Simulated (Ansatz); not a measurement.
Runs of Ansatz 0.2.0 on Ge. Symmetry: Cmcm, No. 63, orthorhombic system. Conventional cell: a = 2.976 Å, b = 5.189 Å, c = 4.728 Å, α = 90.00°, β = 90.00°, γ = 90.00°. Ge (site symmetry m2m) is surrounded by 12 Ge at 2.92 to 2.99 Å. This isn't the form of Ge at room conditions, which is diamond.

| task | level | potentials or basis | spin | k mesh | cutoff (eV) | smearing | basis error allowed | mesh quality | gap on the mesh (eV) | pressure (GPa) |
| --- | --- | --- | --- | --- | --- | --- | --- | --- | --- | --- |
| single point | PBEsol | all-electron LAPW, scalar-relativistic | off | 10 × 10 × 6 | 199 | gaussian 0.02 eV | 0.001 eV/atom | not flagged | none | 0.5 |
| single point | BLYP | all-electron LAPW, scalar-relativistic | collinear, ferrimagnetic start | 10 × 10 × 6 | 200 | fermi-dirac 0.05 eV | 0.001 eV/atom | not flagged | none | 11.3 |
| band structure | LDA | all-electron LAPW, scalar-relativistic | off | 10 × 10 × 6 | 200 | fermi-dirac 0.05 eV | 0.001 eV/atom | not flagged | - | -1.2 |
| single point | PBEsol | all-electron LAPW, scalar-relativistic | off | 6 × 6 × 4 | 199 | fermi-dirac 0.03 eV | 0.001 eV/atom | coarse | none | (a) |
| single point | PBEsol | all-electron PAW datasets made for the crystal | off | 8 × 8 × 4 | 140 | fermi-dirac 0.05 eV | - | coarse | none | (b) |

Alike in all rows: cell as given.

Question: Estimate the missing entries.

Answer: (a) -0.6; (b) 0.3.

Caveats: some runs use coarse meshes; the k mesh is thin for a metal, which can move the energy by tens of meV per atom (some runs).

A k mesh can miss the band edges, and the runs leave out spin-orbit coupling on Ge.

A gap of «none» marks a metal or a gap under the smearing width.

Not every run made on this cell is shown here.
